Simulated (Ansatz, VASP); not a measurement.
# Two plane-wave programs on SnO2

```
Sn O
1.0
     1.52515    0.88055    4.17513
    -1.52515    0.88055    4.17513
     0.00000   -1.76109    4.17513
Sn O
1 2
Direct
  0.50000 0.50000 0.50000
  0.24144 0.24144 0.24144
  0.75856 0.75856 0.75856
```

Alike in both runs: task single point; functional PBEsol; k mesh 12 × 12 × 12; occupations gaussian, width 0.05 eV; no spin polarisation.

|  | VASP | Ansatz |
| --- | --- | --- |
| version | VASP 6.6.1 | Ansatz 0.2.0 |
| potentials or method | VASP PAW PBE potentials, release 64 (Sn_d, O) | scalar-relativistic, plane waves, PAW |
| plane-wave cutoff (eV) | 520 | 520 |
| valence electrons in the cell | 26 | 26 |

```tsv
	VASP	Ansatz	Ansatz less VASP
gap on the k mesh at the Fermi level (eV)	3.01	3.02	+0.012
least direct gap on the mesh (eV)	3.24	3.24	+0.002
rms of the force components (eV/Å)	1.086	1.039	-0.0469
```

Atom by atom the forces differ by 0.047 eV/Å (rms over components). Ansatz warned: «pseudo_functional_mismatch».

Caveats: the PAW data sets were made with another functional, which shifts forces and pressure a little (VASP); spin-orbit coupling is left out, which moves the levels of the heavy elements. A k mesh can miss the band edges.
